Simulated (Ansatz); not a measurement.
**Structural relaxation of random alloy of the monolayer 2H MoS2-MoSe2 line, x = 0.5 (75 atoms)**

Aim: bring random alloy of the monolayer 2H MoS2-MoSe2 line, x = 0.5 (75 atoms) to a nearby minimum of the energy and see what moves.

Program: Ansatz 0.2.0. Level of theory: Kohn-Sham DFT, PBE, PAW (set soft_2, large core), plane waves. Results are calculated unless marked as measured.

## Step 1: The structure

The cell holds 75 atoms: 25 Mo, 25 Se and 25 S. Its edges and angles: a = 16.250 Å, b = 16.250 Å, c = 18.500 Å, α = 90.0°, β = 90.0°, γ = 120.0°. It derives from MoS2 (monolayer 2H MoS2-MoSe2) and MoSe2, repeated 5×5×1. Monolayer 2H MoS2-MoSe2: 75 atoms, 25 of 50 S sites given to Se at random, cell and internal coordinates interpolated linearly between the end members (Vegard's rule); not relaxed, displaced by a Gaussian of 0.02 Å. Lattice constants are starting values near those of PBE. Vacuum lies along c.

Before any run, some limits are plain. The host structure and its lattice constant were typed by rule, without a check against the phase diagram. Only the Γ point is sampled in the main run, in a cell whose shortest periodic width is 14 Å.

## Step 2: Single point at the start

A single point comes first, to see the forces before anything moves.

input.yaml reads:

```yaml
crystal:
  lattice:
    - [16.25, 0.0, 0.0]
    - [-8.125, 14.07291, 0.0]
    - [0.0, 0.0, 18.5]
  atoms:
    - { symbol: Mo, position: [0.00156, 0.99913, 0.49943] }
    - { symbol: Se, position: [0.13263, 0.0679, 0.58494] }
    - { symbol: Se, position: [0.13494, 0.06558, 0.41291] }
    - { symbol: Mo, position: [0.00073, 0.20208, 0.49777] }
    - { symbol: S, position: [0.13266, 0.26612, 0.58866] }
    - { symbol: Se, position: [0.13186, 0.26642, 0.41162] }
    - { symbol: Mo, position: [0.00047, 0.40083, 0.49881] }
    - { symbol: Se, position: [0.13538, 0.46795, 0.58798] }
    - { symbol: Se, position: [0.13396, 0.46569, 0.41243] }
    - { symbol: Mo, position: [0.99866, 0.59962, 0.50057] }
    - { symbol: S, position: [0.1322, 0.6661, 0.58669] }
    - { symbol: Se, position: [0.13182, 0.66571, 0.41255] }
    - { symbol: Mo, position: [0.99879, 0.80033, 0.50179] }
    - { symbol: S, position: [0.13411, 0.86639, 0.58647] }
    - { symbol: S, position: [0.13362, 0.86907, 0.41262] }
    - { symbol: Mo, position: [0.19935, 0.00027, 0.50227] }
    - { symbol: S, position: [0.33392, 0.06754, 0.58776] }
    - { symbol: Se, position: [0.33209, 0.06504, 0.41219] }
    - { symbol: Mo, position: [0.20016, 0.20083, 0.50091] }
    - { symbol: S, position: [0.33468, 0.26707, 0.58839] }
    - { symbol: Se, position: [0.3333, 0.26845, 0.41312] }
    - { symbol: Mo, position: [0.19998, 0.40069, 0.49992] }
    - { symbol: S, position: [0.33581, 0.46883, 0.5898] }
    - { symbol: S, position: [0.33059, 0.46461, 0.41202] }
    - { symbol: Mo, position: [0.20082, 0.60125, 0.50034] }
    - { symbol: S, position: [0.33063, 0.66623, 0.58833] }
    - { symbol: Se, position: [0.33416, 0.66775, 0.41233] }
    - { symbol: Mo, position: [0.19989, 0.80027, 0.50044] }
    - { symbol: Se, position: [0.33366, 0.86684, 0.58671] }
    - { symbol: S, position: [0.33388, 0.86684, 0.41379] }
    - { symbol: Mo, position: [0.40161, 0.00026, 0.49959] }
    - { symbol: S, position: [0.53285, 0.06727, 0.58752] }
    - { symbol: Se, position: [0.53294, 0.06673, 0.4119] }
    - { symbol: Mo, position: [0.40054, 0.19936, 0.50132] }
    - { symbol: S, position: [0.53425, 0.26751, 0.58625] }
    - { symbol: Se, position: [0.53407, 0.26772, 0.41154] }
    - { symbol: Mo, position: [0.3997, 0.40005, 0.49852] }
    - { symbol: Se, position: [0.53432, 0.46787, 0.5865] }
    - { symbol: S, position: [0.53283, 0.4648, 0.41253] }
    - { symbol: Mo, position: [0.39881, 0.60159, 0.50044] }
    - { symbol: S, position: [0.53275, 0.66557, 0.58881] }
    - { symbol: S, position: [0.53443, 0.66403, 0.4139] }
    - { symbol: Mo, position: [0.40224, 0.80048, 0.4987] }
    - { symbol: Se, position: [0.53427, 0.86641, 0.58678] }
    - { symbol: S, position: [0.53221, 0.86745, 0.41342] }
    - { symbol: Mo, position: [0.5996, 0.00074, 0.49876] }
    - { symbol: S, position: [0.73435, 0.06673, 0.58723] }
    - { symbol: S, position: [0.73383, 0.0679, 0.41338] }
    - { symbol: Mo, position: [0.60075, 0.2002, 0.50008] }
    - { symbol: S, position: [0.73426, 0.267, 0.58817] }
    - { symbol: S, position: [0.73122, 0.26321, 0.41369] }
    - { symbol: Mo, position: [0.60301, 0.40063, 0.49989] }
    - { symbol: Se, position: [0.73308, 0.4665, 0.58745] }
    - { symbol: S, position: [0.73158, 0.46593, 0.41149] }
    - { symbol: Mo, position: [0.6001, 0.59958, 0.50054] }
    - { symbol: S, position: [0.73382, 0.66807, 0.58766] }
    - { symbol: S, position: [0.73468, 0.66397, 0.41187] }
    - { symbol: Mo, position: [0.60291, 0.80359, 0.49973] }
    - { symbol: S, position: [0.73323, 0.86635, 0.58887] }
    - { symbol: Se, position: [0.73346, 0.86763, 0.41222] }
    - { symbol: Mo, position: [0.79866, 0.00045, 0.50054] }
    - { symbol: S, position: [0.93485, 0.06651, 0.58677] }
    - { symbol: Se, position: [0.9342, 0.06701, 0.41287] }
    - { symbol: Mo, position: [0.80073, 0.20165, 0.5004] }
    - { symbol: Se, position: [0.93647, 0.26825, 0.58814] }
    - { symbol: Se, position: [0.93176, 0.26752, 0.41302] }
    - { symbol: Mo, position: [0.80174, 0.40148, 0.49957] }
    - { symbol: Se, position: [0.93395, 0.46587, 0.58955] }
    - { symbol: Se, position: [0.93044, 0.46416, 0.41078] }
    - { symbol: Mo, position: [0.79811, 0.59841, 0.50211] }
    - { symbol: Se, position: [0.93198, 0.66476, 0.58864] }
    - { symbol: Se, position: [0.93173, 0.66491, 0.41351] }
    - { symbol: Mo, position: [0.80046, 0.79938, 0.50152] }
    - { symbol: Se, position: [0.93464, 0.86896, 0.58798] }
    - { symbol: Se, position: [0.93533, 0.86682, 0.41125] }
kpoints:
  mp_grid: { grid: [1, 1, 1] }
hamiltonian:
  xc: pbe
  pseudopotentials: { kind: paw, core: large }
scf:
  occupations: { method: fermi_dirac, width: 0.025 }
output:
  forces: true
```

On the command line:

```
ansatz run input.yaml --threads 6 --pin off --max-ram 102400MiB --backend cuda --events-out ev --progress --plain --runs-dir out
```

Numbers of over 12 decimals in the logs are rounded to 6 here.

The program printed:

```text
Engine: ansatz 0.2.0, x86_64-unknown-linux-gnu
Pseudopotentials: kind: paw
Pseudopotential: Mo, paw, valence charge 14, recommended cutoff 420 eV (normal), Mo.paw.azcp
Pseudopotential: Se, paw, valence charge 6, recommended cutoff 420 eV (normal), Se.paw.azcp#standard-large-core
Pseudopotential: S, paw, valence charge 6, recommended cutoff 420 eV (normal), S.paw.azcp
[... 5 lines on functional and potentials left out ...]
device memory: the entry about to start is reckoned to put 7.0 GiB on a device that reports 78.0 GiB free
GPU FFT provider: cuFFT
GPU libraries: cuBLAS 13.8.2, cuFFT 12.4.0, cuSOLVER 12.3.4
Crystal: 75 atoms, lattice volume = 4230.669 Å³
Basis set: ecut = 420 eV, 82609 PW (Γ), exchange–correlation on 240×240×250 points (8 copies of the dense FFT grid, shifted against one another)
Bands: 400, of which v1, the nominal top of the filled ones, is band 325 counted from 1 (324 counted from 0)
Symmetry: 1 space group operations
Space group: P1 (ITA 1), of the structure as read, at distance tolerance 1.6e-4 Å
k-points: 1
[... 7 lines on functional and potentials left out ...]
Initial density: superposition of atomic densities (neutral atoms: chi_scale 0, normalization atom)
Initial wavefunctions: pseudopotential atomic-orbital guess
GPU buffer pool allocated for 1800000 grid points (all kernels)
GPU transforms: local potential and band sums: pruned to the plane-wave sphere, on 120×120×125
Functional: x = pbe(κ = 0.804, μ = 0.219515), c = pbe(β = 0.066725)
SCF iter   1: F=—  HF=-210994.592602 eV  |F-HF|=—  |Δ(HF+E_count)|=         —  Δρ=4.68e-2  dr2=1.44e2  ethr=3.10e-3  ⟨swp⟩=8.0  Hψ=2021  notcnv=0
preconditioner: auto → Resta (q_TF=auto, 1.997 Å⁻¹)  ε∞=3.2  [insulator: Δε(μ)=1.842 eV  Ē_g=8.198 eV  σ=0.025 eV  W_gap=1.00  n_scr=562 (ndim 8)  ℏωp=12.1 eV  f_vac=0.616  D(μ)=0.00/eV (n_scr^D=0)  ε∞_Penn≈3.2  vacuum switching on, ρ_ref=4.9e-3 e/Å³]
SCF iter   2: F=—  HF=-210978.898329 eV  |F-HF|=—  |Δ(HF+E_count)|=    1.57e1  Δρ=3.06e-2  dr2=1.28e2  ethr=3.10e-3  ⟨swp⟩=4.0  Hψ=863  notcnv=0  defer=67
SCF iter   3: F=—  HF=-210964.497190 eV  |F-HF|=—  |Δ(HF+E_count)|=    1.44e1  Δρ=1.28e-2  dr2=7.69e0  ethr=3.10e-3  ⟨swp⟩=4.0  Hψ=746  notcnv=0  defer=28
automatic band count: iteration 3 solves 377 bands in place of 400: the levels show a gap, and the empty bands left out lie too high to hold charge; the band table lists the bands solved (type scf.n_extra_bands for more)
SCF iter   4: F=—  HF=-210964.184577 eV  |F-HF|=—  |Δ(HF+E_count)|=   3.13e-1  Δρ=1.02e-2  dr2=1.57e1  ethr=1.18e-3  ⟨swp⟩=5.0  Hψ=1248  notcnv=0  defer=41
SCF iter   5: F=—  HF=-210962.875911 eV  |F-HF|=—  |Δ(HF+E_count)|=    1.31e0  Δρ=2.98e-3  dr2=5.24e-1  ethr=1.18e-3  ⟨swp⟩=4.0  Hψ=991  notcnv=0  defer=28
SCF iter   6: F=—  HF=-210962.844059 eV  |F-HF|=—  |Δ(HF+E_count)|=   3.19e-2  Δρ=1.99e-3  dr2=5.01e-1  ethr=8.06e-5  ⟨swp⟩=5.0  Hψ=799  notcnv=0  defer=28
SCF iter   7: F=—  HF=-210962.809390 eV  |F-HF|=—  |Δ(HF+E_count)|=   3.47e-2  Δρ=1.09e-3  dr2=1.17e-1  ethr=7.70e-5  ⟨swp⟩=4.0  Hψ=495  notcnv=0  defer=28
SCF iter   8: F=—  HF=-210962.799132 eV  |F-HF|=—  |Δ(HF+E_count)|=   1.03e-2  Δρ=2.72e-4  dr2=7.35e-3  ethr=1.81e-5  ⟨swp⟩=2.0  Hψ=542  notcnv=0  defer=28
SCF iter   9: F=—  HF=-210962.798067 eV  |F-HF|=—  |Δ(HF+E_count)|=   1.07e-3  Δρ=2.83e-4  dr2=8.23e-3  ethr=1.13e-6  ⟨swp⟩=3.0  Hψ=651  notcnv=0  defer=28
SCF iter  10: F=—  HF=-210962.798267 eV  |F-HF|=—  |Δ(HF+E_count)|=   2.00e-4  Δρ=1.39e-4  dr2=2.30e-3  ethr=1.13e-6  ⟨swp⟩=2.0  Hψ=509  notcnv=0  defer=28
SCF iter  11: F=—  HF=-210962.798640 eV  |F-HF|=—  |Δ(HF+E_count)|=   3.73e-4  Δρ=5.64e-5  dr2=2.84e-4  ethr=3.54e-7  ⟨swp⟩=2.0  Hψ=495  notcnv=0  defer=28
SCF iter  12: F=—  HF=-210962.797416 eV  |F-HF|=—  |Δ(HF+E_count)|=   1.22e-3  Δρ=2.08e-5  dr2=2.84e-5  ethr=4.37e-8  ⟨swp⟩=2.0  Hψ=524  notcnv=0  defer=28
SCF iter  13: F=—  HF=-210962.794483 eV  |F-HF|=—  |Δ(HF+E_count)|=   2.93e-3  Δρ=1.39e-5  dr2=1.37e-5  ethr=4.37e-9  ⟨swp⟩=3.0  Hψ=759  notcnv=0  defer=28
SCF iter  14: F=—  HF=-210962.794484 eV  |F-HF|=—  |Δ(HF+E_count)|=   2.24e-7  Δρ=8.35e-6  dr2=4.90e-6  ethr=2.11e-9  ⟨swp⟩=2.0  Hψ=507  notcnv=0  defer=28
SCF iter  15: F=—  HF=-210962.794484 eV  |F-HF|=—  |Δ(HF+E_count)|=   4.79e-7  Δρ=5.12e-6  dr2=2.44e-6  ethr=7.53e-10  ⟨swp⟩=2.0  Hψ=486  notcnv=0  defer=28
SCF iter  16: F=—  HF=-210962.794484 eV  |F-HF|=—  |Δ(HF+E_count)|=   9.60e-9  Δρ=3.18e-6  dr2=8.02e-7  ethr=3.76e-10  ⟨swp⟩=2.0  Hψ=489  notcnv=0  defer=28
SCF iter  17: F=-210962.794484 eV  HF=-210962.794484 eV  |F-HF|=1.49e-8  |Δ(HF+E_count)|=   5.70e-8  Δρ=1.54e-6  dr2=8.43e-8  ethr=1.54e-11  ⟨swp⟩=4.0  Hψ=1524  notcnv=0
SCF 1 converged in 17 iterations: F = -210962.794484 eV  dr2 = 8.43e-8
  greatest PAW one-centre occupation: 0.998 electrons in one spin orbital (limit 2), on the Mo atom at site 0 (counted from 0), in its partial waves of l = 0
SCF converged after 17 iterations
Free energy (F): -210962.794484 eV
Harris-Foulkes:  -210962.794484 eV  (|F-HF|=1.49e-8)
Internal energy: -210962.794484 eV  (E = F + TS)
E sigma→0 (E₀):  -210962.794484 eV
Fermi energy:    0.516693 eV
--- Per-component energies (eV) ---
  E_band       = -10695.520894
  E_kinetic    = 16222.690870
  E_local      = -340246.799277  (includes V_loc(G=0)·N_el)
  E_nonlocal   = 5622.229550
  E_hartree    = 160799.743080
  E_xc         = -11782.374330
  E_vxc        = -9961.438081  (∫ρ·V_xc dr)
  E_paw        = -150150.323356  (= ΣΔE_a)
  E_vpaw       = -3931.643902  (= ΣTr[D̂ρ^β])
  E_aug_tail   = 0.001247  (compensation charges beyond the density's cutoff)
  E_ewald      = 108572.037734
  E_smearing   = -0.000000  (= −TS)
  E_closure    = 0.000000  (closes the sum)
  Σ components = -210962.794484   (vs F -210962.794484, Δ=0.00e0)
--- Forces (eV/Å), atoms counted from 1 ---
  atom   1  Mo    -1.35464004     0.52934538     0.39458404
  atom   2  Se     0.17752287     0.03055949     2.43839228
  atom   3  Se    -0.05133391     0.32768946    -1.38643433
  atom   4  Mo     0.70232544    -0.85115374     2.56098515
  atom   5  S     -0.03498530     0.21873769    -1.40252713
  atom   6  Se     0.42176186     0.25438140    -1.21066335
  atom   7  Mo    -0.07672423     0.18254430     0.81168758
  atom   8  Se    -0.17360628    -0.07934625     1.03010058
  atom   9  Se    -0.05210320     0.43218074    -1.39765943
  atom  10  Mo     0.99659984    -0.12586284     0.49974618
  atom  11  S      0.05973746     0.21499031    -0.88355160
  atom  12  Se     0.03301124     0.26909976    -1.11764529
  atom  13  Mo     1.78622320     0.41704272    -0.63315882
  atom  14  S     -0.12942296    -0.04297202    -0.59755738
[...]
atom  74  Se    -0.15866579    -0.26822578     1.56518323
  atom  75  Se    -0.33815758    -0.34938590    -0.87955944
  max |Σ_I F_I| component: 1.44e-4 eV/Å
```

Run time: 5.1 s. Hardware: 1 × NVIDIA H100 80GB HBM3 with 6 threads of AMD EPYC 7R13 (Zen 3), shared host; peak memory 1.8 GiB; 5.9 s of CPU time.

The column dr2 measures how far the density is from self-consistency, as an energy; F and HF (Harris–Foulkes) agree once it is small.

That memory is the host's; the program planned up to 7 GiB on the GPU.

The program notes that potentials were chosen by core size.

The run gave:

| Item | Value |
| --- | --- |
| free energy | -210962.7945 eV |
| free energy per atom | -2812.8373 eV/atom |
| SCF cycles | 17 |
| r.m.s. force component | 0.805 eV/Å |
| longest force | 2.789 eV/Å |
| Fermi energy | 0.5167 eV |

The r.m.s. force component of 0.80 eV/Å sets the starting point.

Length of the force by element:

| element | coordination | atoms | mean length of the force (eV/Å) | spread | least | most |
| --- | --- | --- | --- | --- | --- | --- |
| Mo | all | 25 | 1.52 | 0.478 | 0.670 | 2.79 |
| S | all | 25 | 1.18 | 0.275 | 0.613 | 1.76 |
| Se | all | 25 | 1.30 | 0.349 | 0.750 | 2.44 |

## Step 3: Relaxation

With the cell held, the atoms are moved downhill towards a nearby minimum.

input.yaml: that of step 2 with these lines changed.

```diff
@@ -16 +16,4 @@
   forces: true
+relax:
+  f_tol: 0.04
+  max_steps: 150
```

The program printed:

```text
[...]
GPU FFT provider: cuFFT
GPU libraries: cuBLAS 13.8.2, cuFFT 12.4.0, cuSOLVER 12.3.4
Crystal: 75 atoms, lattice volume = 4230.669 Å³
Basis set: ecut = 420 eV, 82609 PW (Γ), exchange–correlation on 240×240×250 points (8 copies of the dense FFT grid, shifted against one another)
Bands: 400, of which v1, the nominal top of the filled ones, is band 325 counted from 1 (324 counted from 0)
Symmetry: 1 space group operations
[...]
k-points: 1
[...]
GPU buffer pool allocated for 1800000 grid points (all kernels)
[...]
SCF iter   1: F=—  HF=-210994.592595 eV  |F-HF|=—  |Δ(HF+E_count)|=         —  Δρ=4.68e-2  dr2=1.44e2  ethr=3.10e-3  ⟨swp⟩=8.0  Hψ=2021  notcnv=0
[...]
SCF iter  12: F=-210962.794472 eV  HF=-210962.794482 eV  |F-HF|=1.06e-5  |Δ(HF+E_count)|=   3.65e-6  Δρ=1.99e-5  dr2=2.51e-5  ethr=6.15e-9  ⟨swp⟩=3.0  Hψ=1466  notcnv=0
SCF 1 converged in 12 iterations: F = -210962.794472 eV  dr2 = 2.51e-5
[...]
relax step   1: F+E_penalty+E_count = -210962.79447184 eV  Δ(F+E_penalty+E_count) = +0.000e0 eV  max|allowed force component| = 2.561e0 eV/Å  Δτ_max = 0.0000 Å  (12 SCF iters, dr2 threshold 4.00e-5 eV, accepted)
[...]
relax step   2: F+E_penalty+E_count = -210965.54083935 eV  Δ(F+E_penalty+E_count) = -2.746e0 eV  max|allowed force component| = 1.342e0 eV/Å  Δτ_max = 0.1939 Å  (9 SCF iters, dr2 threshold 1.00e-4 eV, accepted)
[...]
relax step   3: F+E_penalty+E_count = -210966.33778924 eV  Δ(F+E_penalty+E_count) = -7.969e-1 eV  max|allowed force component| = 7.696e-2 eV/Å  Δτ_max = 0.0892 Å  (8 SCF iters, dr2 threshold 1.00e-4 eV, accepted)
[...]
relax step   4: F+E_penalty+E_count = -210966.34062327 eV  Δ(F+E_penalty+E_count) = -2.834e-3 eV  max|allowed force component| = 3.986e-3 eV/Å  Δτ_max = 0.0072 Å  (10 SCF iters, accepted)
SCF converged after 10 iterations
Free energy (F): -210966.340623 eV
[...]
Internal energy: -210966.340623 eV  (E = F + TS)
E sigma→0 (E₀):  -210966.340623 eV
Fermi energy:    0.571289 eV
[...]
--- Forces (eV/Å), atoms counted from 1 ---
  atom   1  Mo    -0.00024630    -0.00233943    -0.00075340
  atom   2  Se    -0.00007952     0.00109562    -0.00087697
  atom   3  Se    -0.00032147    -0.00055981    -0.00079011
  atom   4  Mo    -0.00083238     0.00048299     0.00374705
  atom   5  S     -0.00149433    -0.00041582    -0.00041030
  atom   6  Se     0.00008932     0.00041720    -0.00237352
  atom   7  Mo    -0.00040401    -0.00123168    -0.00019410
  atom   8  Se    -0.00086529     0.00085787    -0.00126068
  atom   9  Se    -0.00131673     0.00004688     0.00040894
  atom  10  Mo    -0.00059789    -0.00263741     0.00071377
  atom  11  S      0.00121277    -0.00082510    -0.00022592
  atom  12  Se     0.00050161    -0.00159494     0.00010504
  atom  13  Mo    -0.00065494     0.00167684    -0.00015116
  atom  14  S      0.00139933     0.00001884     0.00071081
[...]
atom  74  Se    -0.00090343    -0.00017720    -0.00023342
  atom  75  Se    -0.00044416    -0.00108707    -0.00130685
  max |Σ_I F_I| component: 3.62e-5 eV/Å
--- Relaxed structure (4 steps of the walk, 4 accepted, 0 SCFs on fresh bases) ---
  F+E_penalty+E_count = -210966.34062327 eV   max|allowed force component| = 3.986e-3 eV/Å
  atoms:
    - { symbol: Mo, position: [-0.00135405, 1.000558, 0.498912] }
    - { symbol: Se, position: [0.134613, 0.068402, 0.589776] }
    - { symbol: Se, position: [0.133587, 0.065344, 0.407804] }
    - { symbol: Mo, position: [0.000560351, 0.199242, 0.498226] }
[...]
- { symbol: Se, position: [0.931751, 0.864236, 0.409527] }
```

Elapsed: 13 s, on 1 × NVIDIA H100 80GB HBM3 with 6 threads; peak memory 1.8 GiB; 18 s of CPU time.

That memory is the host's; the program planned up to 7 GiB on the GPU.

Step by step:

| step | energy less that of the first step (eV) | largest force component (eV/Å) |
| --- | --- | --- |
| 1 | 0.0000 | 2.5610 |
| 2 | -2.7464 | 1.3419 |
| 3 | -3.5433 | 0.0770 |
| 4 | -3.5462 | 0.0040 |

The atoms that moved most (Å):

| atom | dx | dy | dz | length |
| --- | --- | --- | --- | --- |
| S54 | 0.005 | 0.019 | 0.190 | 0.191 |
| Se38 | -0.036 | -0.026 | 0.166 | 0.172 |
| Se53 | -0.015 | -0.021 | 0.165 | 0.167 |
| S5 | 0.029 | 0.009 | -0.161 | 0.164 |
| S39 | 0.006 | 0.064 | 0.148 | 0.161 |
| Se44 | -0.002 | 0.009 | 0.156 | 0.156 |
| S57 | -0.063 | 0.000 | 0.137 | 0.151 |
| S20 | -0.011 | -0.011 | -0.146 | 0.147 |

The relaxation changed the energy by -47.3 meV/atom, and atoms moved by 0.095 Å r.m.s., 0.19 Å at most.

(Continued in part 2 of 3.)

[Logs are printed without paths, hosts, clocks, repeated set-up lines and the standing remarks that a program may print on its own settings, such as how far it seeks lower states.]

[Hosts, paths, dates, database ids (printed as entryN), source tags and the programs' standing remarks are cut or masked in the printed files.]
